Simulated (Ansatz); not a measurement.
We consider zinc-blende InN (metastable phase), described by PBE-D3(BJ) (plane waves, PAW; Ansatz, an electronic-structure program).

Settings: plane-wave cutoff 520 eV, 12×12×12 k mesh, Fermi–Dirac smearing 0.01 eV, scalar-relativistic PAW data made under PBE.

Energies at three volumes about the minimum:

| V (Å³/atom) | E − E_lowest (meV/atom) |
|---|---|
| 15.434 | 2.61 |
| 15.749 | 0.00 |
| 16.064 | 2.44 |

### Question
Fit a parabola by hand: where is the minimum, what lattice constant follows, and what is the bulk modulus?

### Answer
Slopes: (0.00 − 2.61)/(15.749 − 15.434) = -8.286 and (2.44 − 0.00)/(16.064 − 15.749) = 7.746 meV/Å³. Curvature E″ = 2 × (7.746 − (-8.286))/(16.064 − 15.434) = 50.895 meV/Å⁶. From the middle of the first interval, the slope vanishes at V0 = 15.5915 − (-8.286)/50.895 = 15.754 Å³/atom. B = V0 E″ = 15.754 × 50.895 meV/Å³ × 0.1602 GPa per meV/Å³ = 128 GPa. With 8 atoms in the cube, a = (8 × 15.754)^(1/3) = 5.014 Å. The full Birch–Murnaghan fit to all volumes gives V0 = 15.749 Å³/atom and B0 = 128 GPa.

Measured, for comparison: lattice constant a 5.01 ± 0.01 Å (temperature not stated, not corrected to a static lattice, epilayer on 3C-SiC; as tabulated in Schörmann, As, Lischka, Schley, Goldhahn et al., Appl. Phys. Lett. 89, 261903 …).

Note: the gap of the solid is closed in this run; this level leaves the solid without a gap, although one is measured.
